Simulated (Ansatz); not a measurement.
# Sb (P2_1/m) in Ansatz: reference runs

Aim: a first look at Sb with PBE, on the cell as given and on a disturbed one, then over a range of volumes.

Everything below comes from runs of Ansatz 0.2.0. Logs are shortened: lines on timing, memory, paths and dates and some standing lists are left out, and cuts for length are marked.

## (1) The structure

The structure is monoclinic, space group P2_1/m (No. 11). Conventional cell: a = 3.122 Å, b = 4.348 Å, c = 4.406 Å, α = 90.00°, β = 90.51°, γ = 90.00°. Around Sb (site symmetry m) lie 6 Sb at 3.04 to 3.15 Å.

This isn't the form of Sb at room conditions, which is rhombohedral.

## (2) Single point, PBE

input.yaml reads:

```yaml
crystal:
  lattice:
    - [3.122402, 0.0, 0.0]
    - [0.0, 4.347518, 0.0]
    - [-0.038915, 0.0, 4.405852]
  atoms:
    - { symbol: Sb, position: [0.011389, 0.25, 0.241166] }
    - { symbol: Sb, position: [0.988611, 0.75, 0.758834] }
hamiltonian:
  xc: pbe
  pseudopotentials: { kind: paw }
kpoints:
  mp_grid: { grid: [9, 6, 6] }
scf:
  occupations: { method: fermi_dirac, width: 0.05 }
output:
  forces: true
  stress: true
  eigenvalues: true
```

Potentials or basis: Ansatz PAW.

Started as:

```console
$ ansatz run input.yaml --threads 2 --pin off --max-ram 5120MiB --backend cpu --events-out ev --progress --plain --runs-dir out
```

Output:

```text
Warning: RAYON_NUM_THREADS=2 ignored (pool sized by the plan → 2); use --threads N
Engine: ansatz 0.2.0, x86_64-unknown-linux-gnu
Pseudopotentials: kind: paw
Pseudopotential: Sb, paw, valence charge 15, recommended cutoff 420 eV (normal), Sb.paw.azcp
Functional definition: PBE
  parameter kappa = 0.804
  parameter beta = 0.06672455060314922
  exchange = pbe_x(kappa = kappa, mu = beta*pi^2/3)
  correlation = pbe_c(beta = beta)
Crystal: 2 atoms, lattice volume = 59.808 Å³
Basis set: ecut = 420 eV, 1169 PW (Γ), exchange–correlation on 48×60×60 points (8 copies of the dense FFT grid, shifted against one another)
Bands: 19, of which v1, the nominal top of the filled ones, is band 15 counted from 1 (14 counted from 0)
Symmetry: 4 space group operations
Space group: P21/m (ITA 11), of the structure as read, at distance tolerance 3.9e-5 Å
k-points: 112 of 324
Non-local potential: Sb, projectors of the file, l = 0: 2, l = 1: 2, l = 2: 2, l = 3: 2
PAW form: soft (Blöchl's): semilocal exchange-correlation on the pseudo side does not see the compensation charge
PAW one-centre angular grid: Sb, 590 points (default); XC on 64 Gauss nodes
Initial density: superposition of atomic densities (neutral atoms: chi_scale 0, normalization atom), corrected by the library's trained network
Initial wavefunctions: pseudopotential atomic-orbital guess
Functional: x = pbe(κ = 0.804, μ = 0.2195149727645171), c = pbe(β = 0.06672455060314922)
SCF iter   1: F=—  HF=-12968.867410 eV  |F-HF|=—  |Δ(HF+E_count)|=         —  Δρ=8.50e-4  dr2=2.68e-4  ethr=1.77e-3  ⟨swp⟩=6.5  Hψ=11175  notcnv=0
preconditioner: auto → Kerker (q_TF=auto, 2.432 Å⁻¹)  [metal: Δε(μ)=0.031 eV  Ē_g=8.684 eV  σ=0.050 eV  W_gap=0.16  n_scr=10 (ndim 8)  ℏωp=15.2 eV  f_vac=0.002  D(μ)=1.64/eV (n_scr^D=10)]
SCF iter   2: F=—  HF=-12968.866360 eV  |F-HF|=—  |Δ(HF+E_count)|=   1.05e-3  Δρ=4.65e-4  dr2=1.49e-4  ethr=8.92e-7  ⟨swp⟩=2.6  Hψ=4878  notcnv=0
SCF iter   3: F=—  HF=-12968.866358 eV  |F-HF|=—  |Δ(HF+E_count)|=   1.89e-6  Δρ=2.90e-4  dr2=6.62e-5  ethr=4.98e-7  ⟨swp⟩=2.0  Hψ=3794  notcnv=0
SCF iter   4: F=—  HF=-12968.866380 eV  |F-HF|=—  |Δ(HF+E_count)|=   2.17e-5  Δρ=1.19e-4  dr2=5.11e-6  ethr=2.21e-7  ⟨swp⟩=2.0  Hψ=3799  notcnv=0
SCF iter   5: F=—  HF=-12968.866377 eV  |F-HF|=—  |Δ(HF+E_count)|=   3.23e-6  Δρ=4.12e-5  dr2=6.30e-7  ethr=1.70e-8  ⟨swp⟩=2.0  Hψ=3732  notcnv=0
SCF iter   6: F=-12968.866377 eV  HF=-12968.866377 eV  |F-HF|=8.56e-9  |Δ(HF+E_count)|=   1.33e-7  Δρ=5.30e-6  dr2=1.73e-8  ethr=3.33e-10  ⟨swp⟩=3.7  Hψ=9335  notcnv=0
SCF 1 converged in 6 iterations: F = -12968.866377 eV  dr2 = 1.73e-8
SCF converged after 6 iterations
Free energy (F): -12968.866377 eV
Harris-Foulkes:  -12968.866377 eV  (|F-HF|=8.56e-9)
Internal energy: -12968.853313 eV  (E = F + TS)
E sigma→0 (E₀):  -12968.859845 eV
Entropy (-TS):   -0.013064 eV (-6.532 meV/atom)
Fermi energy:    10.065805 eV
--- Per-component energies (eV) ---
  E_band       = -335.057621
  E_kinetic    = 413.153355
  E_local      = -3145.126037  (includes V_loc(G=0)·N_el)
  E_nonlocal   = 724.096697
  E_hartree    = 1426.639213
  E_xc         = -276.666992
  E_vxc        = -192.210111  (∫ρ·V_xc dr)
  E_paw        = -9150.364393  (= ΣΔE_a)
  E_vpaw       = -988.245488  (= ΣTr[D̂ρ^β])
  E_aug_tail   = -0.000003  (compensation charges beyond the density's cutoff)
  E_ewald      = -2960.585153
  E_smearing   = -0.013064  (= −TS)
  E_closure    = 0.000000  (closes the sum)
  Σ components = -12968.866377   (vs F -12968.866377, Δ=0.00e0)
--- Forces (eV/Å), atoms counted from 1 ---
  atom   1  Sb    -0.02769989     0.00000000     0.04725848
  atom   2  Sb     0.02769989     0.00000000    -0.04725848
  max |Σ_I F_I| component: 6.94e-18 eV/Å
--- Stress (GPa, compression-positive) ---
        0.715172       0.000000       0.077418
        0.000000       0.161673       0.000000
        0.077418       0.000000       0.428219
  P = ⅓ Tr σ = 0.4350 GPa (4.350 kbar)
--- Band table (eV; the first three rows and the last of 112) ---
  k-point 0: bands = ["-19.2666", "-19.2570", "-19.1884", "-19.1705", "-19.1294", "-19.1279", "-19.0877", "-19.0866", "-19.0852", "-19.0123", "-2.4429", "2.6277", "6.3675", "6.4993", "12.0797", "13.0332", "13.2591", "13.3925", "16.7421"]
  k-point 1: bands = ["-19.2512", "-19.2508", "-19.1812", "-19.1759", "-19.1268", "-19.1253", "-19.0915", "-19.0902", "-19.0893", "-19.0293", "-2.2438", "1.9208", "6.7451", "6.8975", "12.0873", "12.2013", "13.0477", "13.2298", "16.6053"]
  k-point 2: bands = ["-19.2358", "-19.2080", "-19.1904", "-19.1622", "-19.1197", "-19.1184", "-19.1078", "-19.0979", "-19.0966", "-19.0742", "-1.6571", "0.6009", "7.4676", "7.9115", "10.2850", "10.6294", "13.7933", "15.1151", "15.7558"]
  k-point 111: bands = ["-19.1698", "-19.1698", "-19.1544", "-19.1544", "-19.1367", "-19.1367", "-19.1284", "-19.1284", "-19.0491", "-19.0491", "1.7391", "1.7391", "6.3828", "6.3828", "8.5822", "8.5822", "13.3835", "13.3835", "14.2059"]
```

Wall time 3.1 s (2 threads of Intel Xeon at 2.70GHz, shared host); peak memory 0.41 GiB.

What came out:

- Free energy: -12968.8664 eV
- Pressure: 0.4 GPa
- Largest force: 0.055 eV/Å
- Band gap on the k mesh: none (metal or under the smearing width)

Forces in eV/Å, atoms in the order of the input:
```
Sb  -0.028  0.000  0.047
Sb   0.028  0.000 -0.047
```

Spin-orbit coupling is left out, which matters for the levels of Sb.

## (3) Single point, PBE (atoms moved at random, drawn with an rms of 0.05 Å)

Edit input.yaml of step 2 so:

```diff
@@ -6,4 +6,4 @@
   atoms:
-    - { symbol: Sb, position: [0.011389, 0.25, 0.241166] }
-    - { symbol: Sb, position: [0.988611, 0.75, 0.758834] }
+    - { symbol: Sb, position: [0.012176, 0.261488, 0.242609] }
+    - { symbol: Sb, position: [1.001542, 0.746485, 0.765354] }
 hamiltonian:
```

Potentials or basis: Ansatz PAW.

Started as:

```console
$ ansatz run input.yaml --threads 2 --pin off --max-ram 5120MiB --backend cpu --events-out ev --progress --plain --runs-dir out
```

Wall time 4.3 s (2 threads of Intel Xeon at 2.70GHz, shared host); peak memory 0.45 GiB.

It converged, with:

```yaml
Free_energy: -12968.8627 eV
Pressure: 0.7 GPa
Largest_force: 0.112 eV/Å
Band_gap_on_the_k_mesh: none (metal or under the smearing width)
```

Forces in eV/Å, atoms in the order of the input:
```
Sb  -0.012 -0.089  0.067
Sb   0.012  0.089 -0.067
```

Stress tensor (GPa, compression positive):
```
 1.13  0.01  0.08
 0.01  0.30 -0.44
 0.08 -0.44  0.53
```

Levels at points of the mesh, in eV from the Fermi level:
```tsv
k point	band 13	band 14	band 15	band 16	band 17	band 18
(0.00, 0.00, 0.00)	-3.70	-3.56	1.92	2.95	3.24	3.40
(0.00, 0.00, -0.50)	-1.74	-1.20	-0.85	-0.80	4.39	4.87
(0.00, -0.50, 0.00)	-1.77	-1.45	-0.91	-0.90	4.50	4.81
(0.00, -0.50, -0.50)	-5.69	-5.65	4.96	5.00	5.24	5.28
```

## (4) Single point, PBE, 28.11 Å³/atom (volume scaled by 0.94)

input.yaml reads:

```yaml
crystal:
  lattice:
    - [3.058661625, 0.0, 0.0]
    - [0.0, 4.2587682402, 0.0]
    - [-0.0381205934, 0.0, 4.3159114163]
  atoms:
    - { symbol: Sb, position: [0.011389, 0.25, 0.241166] }
    - { symbol: Sb, position: [0.988611, 0.75, 0.758834] }
hamiltonian:
  xc: pbe
  pseudopotentials: { kind: paw }
kpoints:
  mp_grid: { grid: [9, 6, 6] }
scf:
  occupations: { method: fermi_dirac, width: 0.05 }
output:
  forces: true
  stress: true
  eigenvalues: true
```

Started as:

```console
$ ansatz run input.yaml --threads 2 --pin off --max-ram 5120MiB --backend cpu --events-out ev --progress --plain --runs-dir out
```

Run time: 2.6 s. Hardware: 2 threads of Intel Xeon at 2.70GHz, shared host; peak memory 0.4 GiB.

Results (log left out):

* Free energy: -12968.8153 eV
* Pressure: 4.4 GPa
* Largest force: 0.156 eV/Å
* Band gap on the k mesh: none (metal or under the smearing width)

## (5) Single point, PBE, 28.71 Å³/atom (volume scaled by 0.96)

Edit input.yaml of step 4 so:

```diff
@@ -2,5 +2,5 @@
   lattice:
-    - [3.058661625, 0.0, 0.0]
-    - [0.0, 4.2587682402, 0.0]
-    - [-0.0381205934, 0.0, 4.3159114163]
+    - [3.0802022053, 0.0, 0.0]
+    - [0.0, 4.288760554, 0.0]
+    - [-0.0383890571, 0.0, 4.34630616]
   atoms:
@@ -19 +19,5 @@
   eigenvalues: true
+  write_density: true
+  write_potential: true
+  elf: true
+  volumetric_format: npy
```

Started as:

```console
$ ansatz run input.yaml --threads 2 --pin off --max-ram 5120MiB --backend cpu --events-out ev --progress --plain --runs-dir out
```

Run time: 3.4 s. Hardware: 2 threads of Intel Xeon at 2.70GHz, shared host; peak memory 0.41 GiB.

Results (log left out):

| Property | Result |
| --- | --- |
| Free energy | -12968.8422 eV |
| Pressure | 2.9 GPa |
| Largest force | 0.117 eV/Å |
| Band gap on the k mesh | none (metal or under the smearing width) |

## (6) Single point, PBE, 29.31 Å³/atom (volume scaled by 0.98)

input.yaml reads:

```yaml
crystal:
  lattice:
    - [3.1014456505, 0.0, 0.0]
    - [0.0, 4.3183391477, 0.0]
    - [-0.0386538176, 0.0, 4.3762816325]
  atoms:
    - { symbol: Sb, position: [0.011389, 0.25, 0.241166] }
    - { symbol: Sb, position: [0.988611, 0.75, 0.758834] }
hamiltonian:
  xc: pbe
  pseudopotentials: { kind: paw }
kpoints:
  mp_grid: { grid: [9, 6, 6] }
scf:
  occupations: { method: fermi_dirac, width: 0.05 }
output:
  forces: true
  stress: true
  eigenvalues: true
```

Potentials or basis: Ansatz PAW.

Started as:

```console
$ ansatz run input.yaml --threads 2 --pin off --max-ram 5120MiB --backend cpu --events-out ev --progress --plain --runs-dir out
```

Wall time 2.5 s (2 threads of Intel Xeon at 2.70GHz, shared host); peak memory 0.41 GiB.

The run converged. Its results:

| Quantity | Value |
| --- | --- |
| Free energy | -12968.8589 eV |
| Pressure | 1.6 GPa |
| Largest force | 0.084 eV/Å |
| Band gap on the k mesh | none (metal or under the smearing width) |

## (7) Single point, PBE, 29.90 Å³/atom

Edit input.yaml of step 6 so:

```diff
@@ -2,5 +2,5 @@
   lattice:
-    - [3.1014456505, 0.0, 0.0]
-    - [0.0, 4.3183391477, 0.0]
-    - [-0.0386538176, 0.0, 4.3762816325]
+    - [3.122402, 0.0, 0.0]
+    - [0.0, 4.347518, 0.0]
+    - [-0.038915, 0.0, 4.405852]
   atoms:
```

Started as:

```console
$ ansatz run input.yaml --threads 2 --pin off --max-ram 5120MiB --backend cpu --events-out ev --progress --plain --runs-dir out
```

Wall time 2.5 s (2 threads of Intel Xeon at 2.70GHz, shared host); peak memory 0.41 GiB.

Results (log left out):

```
Free energy            : -12968.8664 eV
Pressure               : 0.4 GPa
Largest force          : 0.055 eV/Å
Band gap on the k mesh : none (metal or under the smearing width)
```

## (8) Single point, PBE, 30.50 Å³/atom (volume scaled by 1.02)

Edit input.yaml of step 7 so:

```diff
@@ -2,5 +2,5 @@
   lattice:
-    - [3.122402, 0.0, 0.0]
-    - [0.0, 4.347518, 0.0]
-    - [-0.038915, 0.0, 4.405852]
+    - [3.1430807616, 0.0, 0.0]
+    - [0.0, 4.376310349, 0.0]
+    - [-0.0391727227, 0.0, 4.4350306782]
   atoms:
```

Started as:

```console
$ ansatz run input.yaml --threads 2 --pin off --max-ram 5120MiB --backend cpu --events-out ev --progress --plain --runs-dir out
```

It took 2.7 s on 2 threads of Intel Xeon at 2.70GHz, shared host; peak memory 0.41 GiB.

Results (log left out):

| Property | Result |
| --- | --- |
| Free energy | -12968.8657 eV |
| Pressure | -0.6 GPa |
| Largest force | 0.034 eV/Å |
| Band gap on the k mesh | none (metal or under the smearing width) |

## (9) Single point, PBE, 31.10 Å³/atom (volume scaled by 1.04)

Edit input.yaml of step 8 so:

```diff
@@ -2,5 +2,5 @@
   lattice:
-    - [3.1430807616, 0.0, 0.0]
-    - [0.0, 4.376310349, 0.0]
-    - [-0.0391727227, 0.0, 4.4350306782]
+    - [3.1634909488, 0.0, 0.0]
+    - [0.0, 4.404728745, 0.0]
+    - [-0.0394270982, 0.0, 4.4638303856]
   atoms:
@@ -19 +19,5 @@
   eigenvalues: true
+  write_density: true
+  write_potential: true
+  elf: true
+  volumetric_format: npy
```

Potentials or basis: Ansatz PAW.

Started as:

```console
$ ansatz run input.yaml --threads 2 --pin off --max-ram 5120MiB --backend cpu --events-out ev --progress --plain --runs-dir out
```

Wall time 3.9 s (2 threads of Intel Xeon at 2.70GHz, shared host); peak memory 0.42 GiB.

It converged, with:

| Item | Value |
| --- | --- |
| Free energy | -12968.8577 eV |
| Pressure | -1.5 GPa |
| Largest force | 0.032 eV/Å |
| Band gap on the k mesh | none (metal or under the smearing width) |

## (10) Single point, PBE, 31.70 Å³/atom (volume scaled by 1.06)

input.yaml reads:

```yaml
crystal:
  lattice:
    - [3.183641116, 0.0, 0.0]
    - [0.0, 4.4327850985, 0.0]
    - [-0.039678233, 0.0, 4.4922631929]
  atoms:
    - { symbol: Sb, position: [0.011389, 0.25, 0.241166] }
    - { symbol: Sb, position: [0.988611, 0.75, 0.758834] }
hamiltonian:
  xc: pbe
  pseudopotentials: { kind: paw }
kpoints:
  mp_grid: { grid: [9, 6, 6] }
scf:
  occupations: { method: fermi_dirac, width: 0.05 }
output:
  forces: true
  stress: true
  eigenvalues: true
```

Potentials or basis: Ansatz PAW.

Started as:

```console
$ ansatz run input.yaml --threads 2 --pin off --max-ram 5120MiB --backend cpu --events-out ev --progress --plain --runs-dir out
```

Output:

```text
Warning: RAYON_NUM_THREADS=2 ignored (pool sized by the plan → 2); use --threads N
Engine: ansatz 0.2.0, x86_64-unknown-linux-gnu
Pseudopotentials: kind: paw
Pseudopotential: Sb, paw, valence charge 15, recommended cutoff 420 eV (normal), Sb.paw.azcp
Functional definition: PBE
  parameter kappa = 0.804
  parameter beta = 0.06672455060314922
  exchange = pbe_x(kappa = kappa, mu = beta*pi^2/3)
  correlation = pbe_c(beta = beta)
Crystal: 2 atoms, lattice volume = 63.397 Å³
Basis set: ecut = 420 eV, 1239 PW (Γ), exchange–correlation on 48×60×64 points (8 copies of the dense FFT grid, shifted against one another)
Bands: 19, of which v1, the nominal top of the filled ones, is band 15 counted from 1 (14 counted from 0)
Symmetry: 4 space group operations
Space group: P21/m (ITA 11), of the structure as read, at distance tolerance 4.0e-5 Å
k-points: 112 of 324
Non-local potential: Sb, projectors of the file, l = 0: 2, l = 1: 2, l = 2: 2, l = 3: 2
PAW form: soft (Blöchl's): semilocal exchange-correlation on the pseudo side does not see the compensation charge
PAW one-centre angular grid: Sb, 590 points (default); XC on 64 Gauss nodes
Initial density: superposition of atomic densities (neutral atoms: chi_scale 0, normalization atom), corrected by the library's trained network
Initial wavefunctions: pseudopotential atomic-orbital guess
Functional: x = pbe(κ = 0.804, μ = 0.2195149727645171), c = pbe(β = 0.06672455060314922)
SCF iter   1: F=—  HF=-12968.844393 eV  |F-HF|=—  |Δ(HF+E_count)|=         —  Δρ=6.79e-4  dr2=1.98e-4  ethr=1.77e-3  ⟨swp⟩=6.4  Hψ=11048  notcnv=0
preconditioner: auto → Kerker (q_TF=auto, 2.408 Å⁻¹)  [metal: Δε(μ)=0.019 eV  Ē_g=8.396 eV  σ=0.050 eV  W_gap=0.09  n_scr=10 (ndim 8)  ℏωp=14.7 eV  f_vac=0.004  D(μ)=1.73/eV (n_scr^D=10)]
SCF iter   2: F=—  HF=-12968.842996 eV  |F-HF|=—  |Δ(HF+E_count)|=   1.40e-3  Δρ=3.83e-4  dr2=8.99e-5  ethr=6.59e-7  ⟨swp⟩=2.7  Hψ=4944  notcnv=0  defer=1
SCF iter   3: F=—  HF=-12968.843043 eV  |F-HF|=—  |Δ(HF+E_count)|=   4.74e-5  Δρ=2.20e-4  dr2=3.23e-5  ethr=3.00e-7  ⟨swp⟩=2.7  Hψ=3547  notcnv=0  defer=1
SCF iter   4: F=—  HF=-12968.843067 eV  |F-HF|=—  |Δ(HF+E_count)|=   2.40e-5  Δρ=5.64e-5  dr2=2.01e-6  ethr=1.08e-7  ⟨swp⟩=2.0  Hψ=2680  notcnv=0  defer=1
SCF iter   5: F=—  HF=-12968.843067 eV  |F-HF|=—  |Δ(HF+E_count)|=   8.33e-8  Δρ=1.53e-5  dr2=1.56e-7  ethr=6.71e-9  ⟨swp⟩=3.0  Hψ=3841  notcnv=0  defer=1
SCF iter   6: F=-12968.843067 eV  HF=-12968.843067 eV  |F-HF|=3.27e-9  |Δ(HF+E_count)|=   4.65e-8  Δρ=3.61e-6  dr2=1.15e-8  ethr=3.33e-10  ⟨swp⟩=6.2  Hψ=8672  notcnv=0
SCF 1 converged in 6 iterations: F = -12968.843067 eV  dr2 = 1.15e-8
SCF converged after 6 iterations
Free energy (F): -12968.843067 eV
Harris-Foulkes:  -12968.843067 eV  (|F-HF|=3.27e-9)
Internal energy: -12968.829647 eV  (E = F + TS)
E sigma→0 (E₀):  -12968.836357 eV
Entropy (-TS):   -0.013420 eV (-6.710 meV/atom)
Fermi energy:    9.162125 eV
--- Per-component energies (eV) ---
  E_band       = -358.187673
  E_kinetic    = 411.486837
  E_local      = -3234.327276  (includes V_loc(G=0)·N_el)
  E_nonlocal   = 723.595974
  E_hartree    = 1459.861141
  E_xc         = -275.866958
  E_vxc        = -191.106487  (∫ρ·V_xc dr)
  E_paw        = -9149.942719  (= ΣΔE_a)
  E_vpaw       = -987.558306  (= ΣTr[D̂ρ^β])
  E_aug_tail   = -0.000003  (compensation charges beyond the density's cutoff)
  E_ewald      = -2903.636643
  E_smearing   = -0.013420  (= −TS)
  E_closure    = -0.000000  (closes the sum)
  Σ components = -12968.843067   (vs F -12968.843067, Δ=0.00e0)
--- Forces (eV/Å), atoms counted from 1 ---
  atom   1  Sb    -0.03167034     0.00000000    -0.03445823
  atom   2  Sb     0.03167034    -0.00000000     0.03445823
  max |Σ_I F_I| component: 0.00e0 eV/Å
--- Stress (GPa, compression-positive) ---
       -1.927759       0.000000       0.058190
        0.000000      -2.619868      -0.000000
        0.058189      -0.000000      -2.553897
  P = ⅓ Tr σ = -2.3672 GPa (-23.672 kbar)
--- Band table (eV; the first three rows and the last of 112) ---
  k-point 0: bands = ["-20.0552", "-20.0451", "-19.9911", "-19.9737", "-19.9421", "-19.9417", "-19.9087", "-19.9081", "-19.9074", "-19.8461", "-2.8780", "1.7383", "5.7537", "5.8764", "11.3959", "12.0274", "12.2376", "12.3935", "15.5410"]
  k-point 1: bands = ["-20.0422", "-20.0404", "-19.9853", "-19.9782", "-19.9400", "-19.9395", "-19.9131", "-19.9103", "-19.9102", "-19.8600", "-2.6910", "1.1341", "6.1088", "6.2048", "11.1587", "11.2601", "12.2084", "12.3151", "15.2916"]
  k-point 2: bands = ["-20.0278", "-20.0069", "-19.9902", "-19.9701", "-19.9342", "-19.9339", "-19.9262", "-19.9164", "-19.9162", "-19.8967", "-2.1413", "-0.0491", "6.7919", "7.1347", "9.4620", "9.7339", "12.7277", "14.2881", "14.5132"]
  k-point 111: bands = ["-19.9748", "-19.9748", "-19.9625", "-19.9625", "-19.9482", "-19.9482", "-19.9429", "-19.9429", "-19.8746", "-19.8746", "0.9789", "0.9789", "5.7739", "5.7739", "7.7824", "7.7824", "12.2835", "12.2835", "13.4233"]
```

It took 3.1 s on 2 threads of Intel Xeon at 2.70GHz, shared host; peak memory 0.42 GiB.

Results:

- Free energy: -12968.8431 eV
- Pressure: -2.4 GPa
- Largest force: 0.047 eV/Å
- Band gap on the k mesh: none (metal or under the smearing width)

## (11) Equation of state, PBE

This step only gathers the single runs of the series.

What came out:

```yaml
Equilibrium_volume: 30.15 Å³/atom
Bulk_modulus_at_fixed_shape_and_positions: 53 GPa
Pressure_derivative_of_the_bulk_modulus: 4.6
```

Energy against volume, from the lowest point:
| volume (Å³/atom) | energy (meV/atom) |
| --- | --- |
| 28.110 | 25.56 |
| 28.708 | 12.08 |
| 29.306 | 3.75 |
| 29.904 | 0.00 |
| 30.502 | 0.34 |
| 31.100 | 4.36 |
| 31.698 | 11.65 |

Caveat: the cell was scaled at fixed shape and fractional positions, which overstates the stiffness of a crystal with free parameters, most of all of layers and chains. Spin-orbit coupling is left out, which matters for the levels of Sb.

## (12) The runs side by side

| task | cell | gap on the mesh (eV) | pressure (GPa) | largest force (eV/Å) |
| --- | --- | --- | --- | --- |
| single point | as given | none | 0.4 | 0.05 |
| single point | atoms moved at random, drawn with an rms of 0.05 Å | none | 0.7 | 0.11 |
| equation of state | as given | - | - | - |

Alike in all rows: level PBE; potentials or basis Ansatz PAW; no spin polarisation; k mesh 9 × 6 × 6; cutoff (eV) 420; smearing fermi-dirac 0.05 eV.

Caveats: the cell was scaled at fixed shape and fractional positions, which overstates the stiffness of a crystal with free parameters, most of all of layers and chains (some runs).

Total energies depend on the potentials used, so only differences within one code and one set of settings carry meaning.
